One oscillation or two kinds of loss in lead telluride

The question

When a fast electron crosses lead telluride, PbTe, does it give up its energy to one collective oscillation of the electrons, or to more than one kind of excitation? The loss function, written L below, answers this. It is a pure number proportional to the chance that the electron loses a given energy, the loss energy E, while hardly changing direction. If a single oscillation ruled the spectrum, L would climb to one maximum and then die away.

Loss function −Im(1/ε) of PbTe in the optical limit, computed with Yambo 5.3.0 for independent particles on Quantum ESPRESSO PBE states, without spin-orbit coupling or quasiparticle corrections. The runs use PseudoDojo 0.4.1 SR standard potentials, a 1088 eV wave cutoff, a 12×12×12 k-mesh, 35 bands and 0.1 eV damping.

```
row  loss function  loss energy (eV)
  1          0.002             0.000
  2          0.003             1.003
  3          0.012             2.007
  4          0.026             3.010
  5          0.067             4.114
  6          0.352             5.117
  7          0.208             6.120
  8          0.174             7.124
  9          0.257             8.127
 10          0.459             9.130
 11          0.442            10.130
 12          0.649            11.140
 13          0.937            12.240
 14          1.347            13.240
 15          2.460            14.250
 16          2.131            15.250
 17          1.514            16.250
 18          0.522            17.260
 19          0.670            18.260
 20          1.205            19.360
 21          1.101            20.370
 22          1.241            21.370
 23          1.476            22.370
 24          0.750            23.380
 25          0.494            24.380
 26          0.313            25.380
 27          0.429            26.490
 28          0.467            27.490
 29          0.245            28.490
 30          0.299            29.500
```

The climb and the first part of the fall are there. The loss is highest in row 15, at 14.25 eV, and by row 18 it has dropped to about a fifth of that. Then it turns upward again and reaches a second high point in row 23. A smaller irregularity sits on the way up, in row 6. These two features break the simple pattern, and the one around row 23 is far the larger. Lesser wiggles, such as the slight dips in rows 11 and 21 and the small rises in rows 27, 28 and 30, are too coarsely sampled to be interpreted.

Why there is a main peak at all

The dielectric function ε tells how strongly the crystal responds to an electric field that oscillates at a given frequency. Its imaginary part ε₂ measures absorption. The loss function is built from the same quantity, but turned upside down:

L = −Im(1/ε) = ε₂ / |ε|²

A large loss therefore needs some absorption together with a small |ε|. Where |ε| is small, a weak push from outside produces a large field inside, because the electrons sustain each other's motion. This shared oscillation is the plasmon. The calculation treats the electrons as independent when it finds ε, and the collective motion enters when ε is inverted.

Aluminium is the simple system to keep in mind. Its outer electrons are nearly free, and their plasmon, at roughly 15 eV, dominates the loss spectrum. PbTe is a semiconductor whose outer electrons are bound across a gap, yet at energies far above that gap they respond much as free ones do. The comparison serves for the position of the main peak. It does not extend to the width of that peak, nor to the second structure, since aluminium has no d electrons.

Where the main peak should lie

For free electrons the plasmon energy Ep depends only on how many electrons share a volume. Displace them all together, and the charge left uncovered pulls them back; more charge per volume means a stiffer pull and a faster oscillation. With N electrons in a cell of volume V, and a₀ = 0.529 Å for the Bohr radius,

Ep = 27.21 eV × √(4π N a₀³ / V)

Lead brings four outer s and p electrons and tellurium six, so N = 10. Two atoms at 33.73 Å³ each give V = 67.46 Å³. The root is then 0.525, and Ep = 14.3 eV.

The same calculation, sampled more finely than the rows of the table, has its loss maximum at 14.45 eV. Ten electrons thus account for the position, which supports reading row 15 as the plasmon of the outer s and p electrons. Agreement this close should not be taken as the accuracy of the formula. The binding of the electrons pushes the plasmon up, most of all that of the s electrons, whose bands lie many eV below the top of the filled states, while screening by deeper electrons pulls it down, and the formula leaves out both.

The peak is also broad. Rows 14 to 17 all lie above half the height of row 15, and they span 3 eV, whereas the artificial damping put into the calculation is only 0.1 eV. The breadth must come from the crystal's own response. A likely reason is that the plasmon shares its energy range with many transitions of single electrons from filled to empty bands, and decays into them.

A mirror for the smooth pattern

To size a break, one needs to know what the loss would be without it. For a single oscillation with a constant damping γ, the standard Drude form of ε gives

L = γ E Ep² / [(E² − Ep²)² + γ² E²]

Multiply by E, then divide numerator and denominator by E²:

E × L = γ Ep² / [(E − Ep²/E)² + γ²]

Now replace E by Ep²/E. The bracket E − Ep²/E only changes its sign, and its square stays the same. The product E × L is therefore equal at the two energies E and Ep²/E, one above the plasmon and one below. The low side of the peak predicts the high side, whatever the damping may be. A simple gap moves the centre of this mirror a little but leaves the rule intact.

Row 23 shows the rule at work. Its energy is 22.37 eV, so its partner lies at 14.3²/22.37 = 9.14 eV, which is almost exactly row 10. There the loss is 0.459. The single oscillation then predicts for row 23

L = 0.459 × 9.13 / 22.37 = 0.19

The computed loss is 1.476, nearly eight times as much. Only the low side of the peak and the electron count went into the prediction; the loss in row 23 did not.

Row 18: close to the mirror value

The mirror comes close in row 18, at 17.26 eV. Its partner falls between two rows, and a straight line between their products E × L gives an expected loss of 0.58. The computed value is 0.52, about a tenth lower. So the low loss in row 18 is about what a fading plasmon would leave at that energy. One row is weak support, though: from row 17 to row 18 the computed loss falls almost threefold, the mirror value by only about a third, so part of the agreement may be chance. The sharp drop may also be the first sign of the absorption that sets in just above: a group of transitions raises the real part of ε at energies below its own, and that is expected to cut the loss there.

Closer to the maximum the rule does less well. In rows 16 and 17 the computed loss exceeds the mirror value by factors of 1.6 and 1.8. Part of this comes from placing the mirror at 14.3 eV, slightly below the true maximum, on a steep flank sampled only once per eV. A damping that changes with energy would also spoil the symmetry. A factor below two is thus no evidence of a new process, and row 19, with a factor of 1.6, remains undecided.

Row 23: a second group of electrons

From row 20 the case is clear. At 19.36 eV the loss is already four times the mirror value, and in row 23 it is nearly eight times. Nor does the excess vanish later: in row 30 the factor is still about seven, although the loss itself has become small there. What sets in near 19 eV is therefore a broad contribution and not one stray point.

Its weight is considerable. The area under E × L is the proper measure, because a sum rule ties that area, taken over all energies, to the number of electrons that respond. Of the area found up to 29.5 eV, about 57 % lies above row 18. The coarse sampling makes this a rough share, and it includes the plasmon's own tail, but the second structure is clearly no decoration on the tail of the plasmon. The same rule warns against counting this area as belonging to new electrons alone. Ten electrons call for an area of (π/2) Ep², with Ep as found above. The area over the whole table is only about a tenth larger than that, the share of roughly eleven electrons, and the part up to row 18 holds the share of fewer than five. The main peak thus carries less than half the weight of the ten outer electrons. Screening by a deeper shell is expected to do just this: it takes weight from the plasmon and moves it to higher energy.

The likely cause is the filled 5d shell of lead. It holds ten electrons per cell, as many as were counted for the main plasmon, and they are included in this calculation. Tellurium's filled 4d shell is included too, but it lies too deep to be excited within the range of the table. The lead 5d electrons are bound more tightly than the outer s and p electrons. At low energy they can only be polarised slightly; once the energy suffices to lift them into empty bands, they absorb. In the real crystal this takes roughly 20 eV. The density functional used here, PBE, is known to bind such d shells too weakly, so the computed absorption is expected to begin a few eV lower. An excess loss that sets in near 19 eV fits a shell at this depth, but the match in energy is only rough.

One may also ask whether the d electrons merely absorb or join a collective motion. If the ten outer electrons and the ten 5d electrons were all free, the formula above would put their common plasmon at 20.2 eV, and the binding of the d shell would move it higher. Row 23 does lie higher, but that alone does not show a shared motion, since much of the response of the d shell is expected at energies beyond the table. The two descriptions also overlap, because electrons that can be excited also help to screen. Separating them would take the real and imaginary parts of ε across this range, which are not available here.

The assignment to lead 5d thus rests on the rough energy of the excess and on known chemistry. The loss has not been split into contributions from single bands. A decisive test would repeat the calculation with the 5d shell frozen into the core of the lead atom: the main peak should survive, somewhat shifted and with more of the area, and most of the second structure should disappear.

The shape of that structure deserves less confidence than its existence. Only a limited number of empty bands was included, so heights above about 20 eV are not shown to be converged. The calculation also neglects local fields, the uneven response within a cell, which matter for compact shells such as 5d. Spin-orbit coupling, left out as well, would split this shell by more than 2 eV. The humps in rows 20 and 23 lie about 3 eV apart, but they cannot be that pair, because the calculation contains no such splitting.

Row 6: a small break on the way up

At 5.12 eV the loss is 0.352, about 2.6 times the mean of its two neighbours. In absolute terms the excess is less than a tenth of the main peak. To see what it means, start at lower energy, where the same calculation has its strongest absorption: ε₂ reaches 90.6 at 1.9 eV. Yet the loss is tiny there, since L can never exceed 1/ε₂, which is 0.011. The strong absorption comes with strong screening, which hides it in the loss.

The same reasoning, turned round, gives a firm statement about row 6. Since L can never exceed 1/|ε| either, |ε| must be below 1/0.352 = 2.8 there. Within about 3 eV the huge response of the low-energy transitions has collapsed. A plausible reading is that row 6 lies between two groups of transitions among the outer s and p bands. A group raises the real part of ε at energies below its own and lowers it at energies above, so between two groups the contributions can nearly cancel and leave the screening weak. That row 6 is such a place is a guess, and with one point per eV, on a finite k-mesh with little damping, neither the true height nor the width of the bump is known.

Using the idea elsewhere

For a related compound, two questions come first. How many outer s and p electrons share the cell volume? That gives a first estimate of the main peak's energy, which changes slowly with volume: a cell volume 10 % larger lowers Ep by about 5 %. Does a filled d shell lie within the energy window? If so, a second structure can appear at or above the energy needed to excite it, which PBE tends to put too low, and a peak there is no sign by itself of an impurity or a second phase.
